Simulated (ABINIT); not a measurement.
ABINIT run on BeO (P6_3mc, 8 atoms in the cell): self-consistent single point

Method: PBE, PAW (JTH v2.0 PBE PAW) (plane waves; ABINIT).

This input was run:

```
# BeO, JTH v2.0 PBE PAW
pp_dirpath "./"
pseudos "Be.GGA_PBE-JTH.xml, O.GGA_PBE-JTH.xml"
acell 2.7436641597 2.7436641597 8.9820530000 Angstrom
rprim
         1.0000000000   -0.0000000135    0.0000000000
        -0.4999999883    0.8660254105    0.0000000000
         0.0000000000    0.0000000000    1.0000000000
natom 8
ntypat 2
znucl 4 8
typat 1 1 1 1 2 2 2 2
xcart
         0.0000000000    0.0000000000    0.0000000000
         0.0000000000    0.0000000000    4.4910265000
         1.3718320905    0.7920276020    6.7381565195
         0.0000000214    1.5840552411    2.2471300195
         0.0000000000    0.0000000000    7.2948641645
         0.0000000000    0.0000000000    2.8038376645
         1.3718320905    0.7920276020    5.0595006344
         0.0000000214    1.5840552411    0.5684741344
      Angstrom
ecut 24
pawecutdg 48
pawxcdev 0
occopt 7
tsmear 0.272 eV
nband 27
kptopt 1
ngkpt 7 7 2
nshiftk 1
shiftk 0 0 0
nstep 60
tolvrs 1.0e-10
prtwf 0
prtden 0
enunit 1
```

Log, with long lists cut:

```
 Symmetries : space group P6_3 m c (#186); Bravais hP (primitive hexag.)

 -outvars: echo values of preprocessed input variables --------
            acell      5.1847738624E+00  5.1847738624E+00  1.6973620281E+01 Bohr
             ecut      2.40000000E+01 Hartree
           enunit           1
              ixc     -101130
         kptrlatt        7    0    0      0    7    0      0    0    2
          kptrlen      3.39472406E+01
            natom           8
            nband          27
            ngfft          24      24      80
          ngfftdg          36      36     108
             nkpt          16
            nstep          60
             nsym          12
           ntypat           2
           occopt           7
        pawecutdg      4.80000000E+01 Hartree
         pawxcdev           0
            rprim      1.0000000000E+00 -1.3500000000E-08  0.0000000000E+00
                      -4.9999998830E-01  8.6602541050E-01  0.0000000000E+00
                       0.0000000000E+00  0.0000000000E+00  1.0000000000E+00
          spgroup         186
           tolvrs      1.00000000E-10
           tsmear      9.99581651E-03 Hartree
            typat      1  1  1  1  2  2  2  2
           useylm           1
             xred      0.0000000000E+00  0.0000000000E+00  0.0000000000E+00
                       0.0000000000E+00  0.0000000000E+00  5.0000000000E-01
                       6.6666666667E-01  3.3333333333E-01  7.5018000000E-01
                       3.3333333333E-01  6.6666666667E-01  2.5018000000E-01
                       0.0000000000E+00  0.0000000000E+00  8.1216000000E-01
                       0.0000000000E+00  0.0000000000E+00  3.1216000000E-01
                       6.6666666667E-01  3.3333333333E-01  5.6329000000E-01
                       3.3333333333E-01  6.6666666667E-01  6.3290000003E-02
            znucl        4.00000    8.00000

== DATASET  1 ==================================================================

 Real(R)+Recip(G) space primitive vectors, cartesian coordinates (Bohr,Bohr^-1):
 R(1)=  5.1847739 -0.0000001  0.0000000  G(1)=  0.1928724  0.1113550  0.0000000
 R(2)= -2.5923869  4.4901459  0.0000000  G(2)=  0.0000000  0.2227099  0.0000000
 R(3)=  0.0000000  0.0000000 16.9736203  G(3)=  0.0000000  0.0000000  0.0589150
 Unit cell volume ucvol=  3.9515252E+02 bohr^3
 Angles (23,13,12)=  9.00000000E+01  9.00000000E+01  1.20000000E+02 degrees

 Coarse grid specifications (used for wave-functions):

 getcut: wavevector=  0.0000  0.0000  0.0000  ngfft=  24  24  80
         ecut(hartree)=     24.000   => boxcut(ratio)=   2.09899

 Fine grid specifications (used for densities):

 getcut: wavevector=  0.0000  0.0000  0.0000  ngfft=  36  36 108
         ecut(hartree)=     48.000   => boxcut(ratio)=   2.04016

   1.37609951E+03                                ecore*ucvol(ha*bohr**3)

_setup2: Arith. and geom. avg. npw (full set) are    2217.092    2217.074

--- !BeginCycle
solver: {iscf: 17, nstep: 60, nline: 4, wfoptalg: 10, }
tolerances: {tolvrs: 1.00E-10, }
...

     iter   Etot(hartree)      deltaE(h)  residm     nres2
 ETOT  1  -121.33805999947    -1.213E+02 3.690E+01 5.427E+01
 ETOT  2  -124.17775898115    -2.840E+00 1.903E-02 1.624E+01
 ETOT  3  -124.16913326415     8.626E-03 7.272E-03 2.619E+00
 ETOT  4  -124.16993158677    -7.983E-04 1.245E-03 1.101E-01
 ETOT  5  -124.16968398691     2.476E-04 9.550E-04 9.448E-03
 ETOT  6  -124.16972918998    -4.520E-05 5.803E-04 4.027E-04
   [... 4 lines left out ...]
 ETOT 11  -124.16973338685    -7.005E-10 1.869E-04 4.070E-08
 ETOT 12  -124.16973338682     2.539E-11 3.910E-04 1.165E-08
 ETOT 13  -124.16973338681     1.272E-11 1.399E-04 1.595E-10
 ETOT 14  -124.16973338681    -8.100E-13 2.499E-04 6.214E-10
 ETOT 15  -124.16973338681     6.821E-13 7.100E-05 1.403E-11

 At SCF step   15       nres2   =  1.40E-11 < tolvrs=  1.00E-10 =>converged.

 Cartesian components of stress tensor (hartree/bohr^3)
  sigma(1 1)=  3.00875714E-04  sigma(3 2)=  0.00000000E+00
  sigma(2 2)=  3.00875715E-04  sigma(3 1)=  0.00000000E+00
  sigma(3 3)=  3.55520428E-04  sigma(2 1)= -9.11036455E-14

 ----iterations are completed or convergence reached----

 reduced coordinates (array xred) for    8 atoms
       0.000000000000      0.000000000000      0.000000000000
       0.000000000000      0.000000000000      0.500000000000
       0.666666666667      0.333333333333      0.750179999996
       0.333333333333      0.666666666667      0.250179999996
       0.000000000000      0.000000000000      0.812160000002
       0.000000000000      0.000000000000      0.312160000002
       0.666666666667      0.333333333333      0.563290000003
       0.333333333333      0.666666666667      0.063290000003
 cartesian forces (eV/Angstrom) at end:
    1      0.00000000000000    -0.00000000000000     0.15976382416872
    2      0.00000000000000    -0.00000000000000     0.15976382416872
    3     -0.00000000000000    -0.00000000000000    -0.04568424240207
    4      0.00000000000000    -0.00000000000000    -0.04568424240207
    5      0.00000000000000     0.00000000000000     0.09727996733801
    6     -0.00000000000000     0.00000000000000     0.09727996733801
    7      0.00000000000000     0.00000000000000    -0.21135954910466
    8     -0.00000000000000     0.00000000000000    -0.21135954910466
 frms,max,avg= 8.2536750E-02 2.1135955E-01   0.000E+00  0.000E+00 -1.980E-03 e/A
 length scales=  5.184773862447  5.184773862447 16.973620281064 bohr
              =  2.743664159700  2.743664159700  8.982053000000 angstroms
 Fermi (or HOMO) energy (eV) =   5.64999   Average Vxc (eV)= -11.02793
 Eigenvalues (   eV  ) for nkpt=  16  k points:
 kpt#   1, nband= 27, wtk=  0.01020, kpt=  0.0000  0.0000  0.0000 (reduced coord)
 -93.35385  -93.35370  -93.32826  -93.32800  -14.79622  -14.13473  -14.05988  -13.20624
  -2.35284    0.21989    0.28925    2.64766    2.64766    3.00615    3.00615    3.10278
   3.10278    3.45487    3.50219    3.50219   10.47036   12.55187   12.84019   14.67800
  17.33585   17.48351   17.60306
 prteigrs : prtvol=0 or 1, do not print more k-points.

--- !EnergyTerms
comment             : Components of total free energy in Hartree
kinetic             :  3.88434200120685E+01
hartree             :  2.09800529805399E+01
xc                  : -1.54032878114149E+01
Ewald energy        : -7.54179063658944E+01
psp_core            :  3.48245158676779E+00
local_psp           : -7.40662828536945E+01
spherical_terms     : -2.25881806420541E+01
internal            : -1.24169733093682E+02
'-kT*entropy'       : -1.41758326577623E-17
total_energy        : -1.24169733093682E+02
total_energy_eV     : -3.37883027100592E+03
...

-Cartesian components of stress tensor (GPa)         [Pressure= -9.3880E+00 GPa]
- sigma(1 1)=  8.85206764E+00  sigma(3 2)=  0.00000000E+00
- sigma(2 2)=  8.85206766E+00  sigma(3 1)=  0.00000000E+00
- sigma(3 3)=  1.04597704E+01  sigma(2 1)= -2.68036134E-09

 Calculation completed.
```

The run converged in 15 iterations.

The starting cell was generated: these elements placed on a structure prototype, without a prior relaxation; it need not be a known phase or ordering of this composition. Its lattice was rescaled by a random factor within 2.5 % of one. With a pressure of about -9 GPa the cell is away from its equilibrium volume at this level.

Cost on one core of a shared machine: roughly 60 s.
